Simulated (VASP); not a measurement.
# NaCl (F-43m) in VASP: reference runs

How does NaCl come out in PBE? The cell is run as given.

All numbers are computed with VASP 6.6.1; they aren't measurements. Logs are shortened: lines on timing, memory, paths and dates and some standing lists are left out, and cuts for length are marked.

## 1. The structure

It takes space group F-43m (No. 216, cubic). The conventional cell has a = 6.251 Å, b = 6.251 Å, c = 6.251 Å, α = 90.00°, β = 90.00°, γ = 90.00°. Around Na (site symmetry -43m) lie 4 Cl at 2.71 Å. Around Cl (site symmetry -43m) lie 4 Na at 2.71 Å.

The cell was built by a generator and needn't be a form met in nature.

## 2. Single point, PBE

The input, INCAR:

```
ALGO     = Normal         # electronic algorithm
EDIFF    = 1E-7           # SCF threshold, eV
ENCUT    = 520            # plane-wave cutoff, eV
GGA      = PE             # functional
ISIF     = 2              # what is computed and relaxed
ISMEAR   = -1             # smearing method
LASPH    = T              # aspherical terms in the spheres
LCHARG   = F              # write CHGCAR
LREAL    = F              # projectors in reciprocal space
LWAVE    = F              # write WAVECAR
NBANDS   = 14             # bands
NELM     = 100            # most SCF steps
PREC     = Accurate       # precision mode
SIGMA    = 0.05           # smearing width, eV
```

The input, KPOINTS:

```
k-points
0
Gamma
  7 7 7
```

The input, POSCAR:

```
NaCl
1.0
    0.0000000000      3.1257300000      3.1257300000
    3.1257300000      0.0000000000      3.1257300000
    3.1257300000      3.1257300000      0.0000000000
Na Cl
1 1
Direct
    0.2500000000      0.2500000000      0.2500000000
    0.5000000000      0.5000000000      0.5000000000
```

Potentials or basis: VASP PAW PBE potentials, release 64 (Na_pv, Cl).

Run with:

```bash
$ cat potpaw_PBE.64/Na_pv/POTCAR potpaw_PBE.64/Cl/POTCAR > POTCAR
$ mpirun -np 1 vasp_std > vasp.out
```

OUTCAR:

```text
EDIFF = 1E-7
   ENCUT = 520
   GGA = PE
   ISIF = 2
   ISMEAR = -1
   LASPH = T
   LREAL = F
   NELM = 100
   PREC = Accurate

 ion  position               nearest neighbor table
   1  0.250  0.250  0.250-   2 2.71   2 2.71   2 2.71   2 2.71
   2  0.500  0.500  0.500-   1 2.71   1 2.71   1 2.71   1 2.71

  LATTYP: Found a face centered cubic cell.
 ALAT       =     6.2514600000

  Lattice vectors:

 A1 = (   0.0000000000,   3.1257300000,   3.1257300000)
 A2 = (   3.1257300000,   0.0000000000,   3.1257300000)
 A3 = (   3.1257300000,   3.1257300000,   0.0000000000)

Analysis of symmetry for initial positions (statically):
=====================================================================
 Subroutine PRICEL returns:
 Original cell was already a primitive cell.

 Routine SETGRP: Setting up the symmetry group for a
 face centered cubic supercell.

 Subroutine GETGRP returns: Found 24 space group operations
 (whereof 24 operations were pure point group operations)
 out of a pool of 48 trial point group operations.

The static configuration has the point symmetry T_d .

Analysis of symmetry for dynamics (positions and initial velocities):
=====================================================================
 Subroutine PRICEL returns:
 Original cell was already a primitive cell.

 Routine SETGRP: Setting up the symmetry group for a
 face centered cubic supercell.

 Subroutine GETGRP returns: Found 24 space group operations
 (whereof 24 operations were pure point group operations)
 out of a pool of 48 trial point group operations.

The dynamic configuration has the point symmetry T_d .

 Subroutine INISYM returns: Found 24 space group operations
 (whereof 24 operations are pure point group operations),
 and found     1 'primitive' translations

----------------------------------------------------------------------------------------

                                     Primitive cell

  volume of cell :      61.0779

  direct lattice vectors                    reciprocal lattice vectors
     0.000000000  3.125730000  3.125730000    -0.159962633  0.159962633  0.159962633
     3.125730000  0.000000000  3.125730000     0.159962633 -0.159962633  0.159962633
     3.125730000  3.125730000  0.000000000     0.159962633  0.159962633 -0.159962633

  length of vectors
     4.420449758  4.420449758  4.420449758     0.277063407  0.277063407  0.277063407

  position of ions in fractional coordinates (direct lattice)
     0.250000000  0.250000000  0.250000000
     0.500000000  0.500000000  0.500000000

  ion indices of the primitive-cell ions
   primitive index   ion index
                 1           1
                 2           2

----------------------------------------------------------------------------------------

 KPOINTS: k-points

Automatic generation of k-mesh.
 Grid dimensions read from file:
 generate k-points for:    7    7    7

 Generating k-lattice:

  Cartesian coordinates                     Fractional coordinates (reciprocal lattice)
    -0.022851805  0.022851805  0.022851805     0.142857143  0.000000000  0.000000000
     0.022851805 -0.022851805  0.022851805     0.000000000  0.142857143  0.000000000
     0.022851805  0.022851805 -0.022851805     0.000000000  0.000000000  0.142857143

  Length of vectors
     0.039580487  0.039580487  0.039580487

  Shift w.r.t. Gamma in fractional coordinates (k-lattice)
     0.000000000  0.000000000  0.000000000

 Subroutine IBZKPT returns following result:
 ===========================================

 Found     20 irreducible k-points:

 Following reciprocal coordinates:
            Coordinates               Weight
  0.000000  0.000000  0.000000      1.000000
  0.142857  0.000000  0.000000      8.000000
  0.285714  0.000000  0.000000      8.000000
  0.428571  0.000000  0.000000      8.000000
  0.142857  0.142857  0.000000      6.000000
  0.285714  0.142857  0.000000     24.000000
[... 12 lines left out ...]
 -0.428571  0.428571  0.142857     24.000000
 -0.285714  0.428571  0.142857     24.000000
   k-points           NKPTS =     20   k-points in BZ     NKDIM =     20   number of bands    NBANDS=     14
   number of dos      NEDOS =    301   number of ions     NIONS =      2
   total plane-waves  NPLWV =  46656
   dimension x,y,z NGX =    36 NGY =   36 NGZ =   36
   dimension x,y,z NGXF=    72 NGYF=   72 NGZF=   72
   ions per type =               1   1
   NGX,Y,Z   is equivalent  to a cutoff of  13.54, 13.54, 13.54 a.u.
   NGXF,Y,Z  is equivalent  to a cutoff of  27.08, 27.08, 27.08 a.u.
 SYSTEM =  unknown system
   PREC   = accura    normal or accurate (medium, high low for compatibility)
   ISTART =      0    job   : 0-new  1-cont  2-samecut
   ICHARG =      2    charge: 1-file 2-atom 10-const
   ISPIN  =      1    spin polarized calculation?
   LNONCOLLINEAR =      F non collinear calculations
   LSORBIT =      F    spin-orbit coupling
   LASPH  =      T    aspherical Exc in radial PAW
   ENCUT  =  520.0 eV  38.22 Ry    6.18 a.u.   8.22  8.22  8.22*2*pi/ulx,y,z
   NELM   =    100;   NELMIN=  2; NELMDL= -5     # of ELM steps
   EDIFF  = 0.1E-06   stopping-criterion for ELM
   LREAL  =      F    real-space projection
   EDIFFG = 0.1E-05   stopping-criterion for IOM
   NSW    =      0    number of steps for IOM
   IBRION =     -1    ionic relax: 0-MD 1-quasi-New 2-CG
   NFREE  =      0    steps in history (QN), initial steepest desc. (CG)
   ISIF   =      2    stress and relaxation
   ISYM   =      2    0-nonsym 1-usesym 2-fastsym
   POTIM  = 0.5000    time-step for ionic-motion
   TEBEG  =    0.0;   TEEND  =   0.0 temperature during run
   PSTRESS=    0.0 pullay stress
   NELECT =      14.0000    total number of electrons
   NUPDOWN=      -1.0000    fix difference up-down
   EMIN   =  10.00;   EMAX   =-10.00  energy-range for DOS
   EFERMI =   0.00;   METHOD = LEGACY
   ISMEAR =    -1;   SIGMA  =   0.05  broadening in eV -4-tet -1-fermi 0-gaus
   EFERMI_NEDOS =   21; number of points for ismear=-14 and -15
   IALGO  =     38    algorithm
   IMIX   =      4    mixing-type and parameters
     AMIX     =   0.40;   BMIX     =  1.00
     AMIX_MAG =   1.60;   BMIX_MAG =  1.00
  volume/ion in A,a.u.               =      30.54       206.09
  Fermi-wavevector in a.u.,A,eV,Ry     =   1.001896  1.893309 13.657473  1.003796
  Thomas-Fermi vector in A             =   2.134348
   LORBIT       =      0    0 simple, 1 ext, 2 COOP (PROOUT), +10 PAW based schemes
   GGA     = PE    functional components
[... 5 lines left out ...]
 non-spin polarized calculation
  energy-cutoff  :      520.00
  volume of cell :       61.08
 maximum number of plane-waves:      1655
 NGX is ok and might be reduce to    36
   NGX = 17   NGY = 17   NGZ = 17

 number of electron      14.0000007 magnetization

 Free energy of the ion-electron system (eV)
  ---------------------------------------------------
  ext. energy  EPLUGINS =         0.00000000
  ---------------------------------------------------
  free energy    TOTEN  =        -6.64302092 eV

  energy without entropy =       -6.64302092  energy(sigma->0) =       -6.64302092

 E-fermi :  -1.3512     XC(G=0):  -6.7204

 val. band max:       -2.5394999923   @ k =   0.0000   0.0000   0.0000
 cond. band min:       2.3127772389   @ k =   0.0000   0.0000   0.0000
 fundamental gap:      4.8522772313
 Fermi energy:        -1.3511828152

 k-point     1 :       0.0000    0.0000    0.0000
  band No.  band energies     occupation
      1     -23.2342      2.00000
      2     -23.2342      2.00000
      3     -23.2342      2.00000
      4     -14.6187      2.00000
      5      -2.5395      2.00000
      6      -2.5395      2.00000
      7      -2.5395      2.00000
      8       2.3128      0.00000
      9       8.5653      0.00000
     10       8.5653      0.00000
     11       8.5653      0.00000
     12      10.3565      0.00000
     13      10.3565      0.00000
     14      12.6664      0.00000

 k-point     2 :       0.1429    0.0000    0.0000
  band No.  band energies     occupation
      1     -23.2364      2.00000
      2     -23.2344      2.00000
      3     -23.2344      2.00000
      4     -14.5948      2.00000
      5      -2.7704      2.00000
      6      -2.5567      2.00000
      7      -2.5567      2.00000
      8       2.7574      0.00000
      9       8.0657      0.00000
     10       8.6730      0.00000
     11       8.6730      0.00000
     12       9.9505      0.00000
     13       9.9505      0.00000
     14      11.8512      0.00000

 k-point     3 :       0.2857    0.0000    0.0000
  band No.  band energies     occupation
      1     -23.2414      2.00000
      2     -23.2350      2.00000
      3     -23.2350      2.00000
      4     -14.5405      2.00000
      5      -3.2046      2.00000
      6      -2.5944      2.00000
      7      -2.5944      2.00000
      8       3.7597      0.00000
      9       7.1594      0.00000
     10       8.4239      0.00000
     11       8.4239      0.00000
     12      10.3298      0.00000
     13      10.3298      0.00000
     14      11.2022      0.00000

 k-point     4 :       0.4286    0.0000    0.0000
  band No.  band energies     occupation
      1     -23.2454      2.00000
      2     -23.2354      2.00000
      3     -23.2354      2.00000
      4     -14.4964      2.00000
      5      -3.4983      2.00000
      6      -2.6240      2.00000
      7      -2.6240      2.00000
      8       4.7252      0.00000
      9       6.3704      0.00000
     10       8.0781      0.00000
     11       8.0781      0.00000
     12      11.3872      0.00000
     13      11.6544      0.00000
     14      11.6544      0.00000

 k-point     5 :       0.1429    0.1429    0.0000
  band No.  band energies     occupation
      1     -23.2366      2.00000
      2     -23.2348      2.00000
      3     -23.2348      2.00000
      4     -14.5869      2.00000
      5      -2.7759      2.00000
      6      -2.5956      2.00000
      7      -2.5956      2.00000
      8       2.8962      0.00000
      9       7.9818      0.00000
     10       8.7659      0.00000
     11       8.7659      0.00000
[... 208 lines left out ...]
 k-point    18 :      -0.4286    0.2857    0.1429
  band No.  band energies     occupation
      1     -23.2450      2.00000
      2     -23.2381      2.00000
      3     -23.2363      2.00000
      4     -14.4694      2.00000
      5      -3.3384      2.00000
      6      -2.9439      2.00000
      7      -2.7193      2.00000
      8       5.3270      0.00000
      9       6.2309      0.00000
     10       7.3088      0.00000
     11       8.6489      0.00000
     12      10.4673      0.00000
     13      11.5549      0.00000
     14      12.7618      0.00000

 k-point    19 :      -0.4286    0.4286    0.1429
  band No.  band energies     occupation
      1     -23.2457      2.00000
      2     -23.2381      2.00000
      3     -23.2372      2.00000
      4     -14.4553      2.00000
      5      -3.3388      2.00000
      6      -2.9352      2.00000
      7      -2.8215      2.00000
      8       4.9073      0.00000
      9       6.7328      0.00000
     10       7.2751      0.00000
     11       8.9149      0.00000
     12      10.5403      0.00000
     13      11.9335      0.00000
     14      12.8790      0.00000

 k-point    20 :      -0.2857    0.4286    0.1429
  band No.  band energies     occupation
      1     -23.2454      2.00000
      2     -23.2389      2.00000
      3     -23.2370      2.00000
      4     -14.4516      2.00000
      5      -3.2115      2.00000
      6      -3.1274      2.00000
      7      -2.8075      2.00000
      8       5.2985      0.00000
      9       6.6361      0.00000
     10       7.2875      0.00000
     11       8.3731      0.00000
     12      10.7129      0.00000
     13      11.4568      0.00000
     14      13.0286      0.00000

------------------------ aborting loop because EDIFF is reached ----------------------------------------

  FORCE on cell =-STRESS in cart. coord.  units (eV):
  Direction    XX          YY          ZZ          XY          YZ          ZX
  --------------------------------------------------------------------------------------
  -------------------------------------------------------------------------------------
  Total        0.0037198      0.0037198      0.0037198      0.0000000      0.0000000      0.0000000
  in kB        0.0975776      0.0975776      0.0975776      0.0000000      0.0000000      0.0000000
  external PRESSURE =       0.0975776 kB  Pullay stress =       0.0000000 kB

 VOLUME and BASIS-vectors are now :
 -----------------------------------------------------------------------------
  energy-cutoff  :      520.00
  volume of cell :       61.08
      direct lattice vectors                 reciprocal lattice vectors
     0.000000000  3.125730000  3.125730000    -0.159962633  0.159962633  0.159962633
     3.125730000  0.000000000  3.125730000     0.159962633 -0.159962633  0.159962633
     3.125730000  3.125730000  0.000000000     0.159962633  0.159962633 -0.159962633

 POSITION                                       TOTAL-FORCE (eV/Angst)
 -----------------------------------------------------------------------------------
      1.56286      1.56286      1.56286        -0.000000     -0.000000     -0.000000
      3.12573      3.12573      3.12573         0.000000      0.000000      0.000000
 -----------------------------------------------------------------------------------
    total drift:                                0.000001      0.000001      0.000001

  FREE ENERGIE OF THE ION-ELECTRON SYSTEM (eV)
  ---------------------------------------------------
  free  energy   TOTEN  =        -6.6430209239 eV

  energy  without entropy=       -6.6430209239  energy(sigma->0) =       -6.64302092
```

Wall time 8.6 s (1 thread of Intel Xeon 6975P-C (Granite Rapids), shared host); peak memory 0.19 GiB.

What came out:

| Item | Value |
| --- | --- |
| Free energy | -6.6430 eV |
| Pressure | 0.0 GPa |
| Band gap on the k mesh | 4.85 eV, direct |

Caveat: an odd mesh through Γ misses points on the zone boundary, where band edges often lie.
